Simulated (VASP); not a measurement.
Runs of VASP 6.6.1 on TiTe2. It takes space group P-3m1 (No. 164, trigonal). Conventional cell: a = 3.777 Å, b = 3.777 Å, c = 6.498 Å, α = 90.00°, β = 90.00°, γ = 120.00°. Te (site symmetry 3m) is surrounded by 3 Ti at 2.77 Å. Around Ti (site symmetry -3m) lie 6 Te at 2.77 Å. 

| task | level | potentials or basis | cell | k mesh | cutoff (eV) | smearing | k mesh for the DOS | occupations for the DOS | ladder | mesh quality | gap on the mesh (eV) | pressure (GPa) | V0 of scaled cells (Å³/atom) | B0 (GPa) | largest force (eV/Å) |
| --- | --- | --- | --- | --- | --- | --- | --- | --- | --- | --- | --- | --- | --- | --- | --- |
| equation of state | PBE | VASP PAW PBE potentials, release 64 (Te, Ti_sv) | as given | 8 × 8 × 4 | 520 | fermi-dirac 0.05 eV | - | - | - | not flagged | - | - | 27.15 | (c) | - |
| single point | PBE | VASP PAW PBE potentials, release 64 (Te, Ti_sv) | as given | 8 × 8 × 4 | 520 | fermi-dirac 0.05 eV | - | - | - | not flagged | none | 0.9 | - | - | 0.02 |
| single point | PBEsol | VASP PAW PBE potentials, release 64 (Te, Ti_sv) | as given | 8 × 8 × 4 | 520 | fermi-dirac 0.05 eV | - | - | free | not flagged | none | -2.2 | - | - | 0.11 |
| equation of state | PBEsol | VASP PAW PBE potentials, release 64 (Te, Ti_sv) | as given | 8 × 8 × 4 | 520 | fermi-dirac 0.05 eV | - | - | free | not flagged | - | - | (b) | (a) | - |
| single point | LDA | VASP PAW LDA potentials, release 64 (Te, Ti) | as given | 8 × 8 × 4 | 500 | gaussian 0.05 eV | - | - | - | not flagged | none | -4.5 | - | - | 0.34 |
| electron localisation function | PBE | VASP PAW PBE potentials, release 64 (Te, Ti_sv) | as given | 8 × 8 × 4 | 520 | gaussian 0.02 eV | - | - | - | not flagged | none | 0.9 | - | - | 0.02 |

Alike in all rows: no spin polarisation.

Fill in the values left out.

(a) 69; (b) 25.86; (c) 62.

Caveats: this functional lacks dispersion, which binds the layers, so the pressure and a relaxed spacing across them are unreliable (some runs); the cell was scaled at fixed shape and fractional positions, which overstates the stiffness of a crystal with free parameters, most of all of layers and chains (some runs); the PAW data sets were made with another functional, which shifts forces and pressure a little (some runs).

A k mesh can miss the band edges, and the runs leave out spin-orbit coupling on Te.

A gap of «none» marks a metal or a gap under the smearing width.

Not every run made on this cell is shown here.
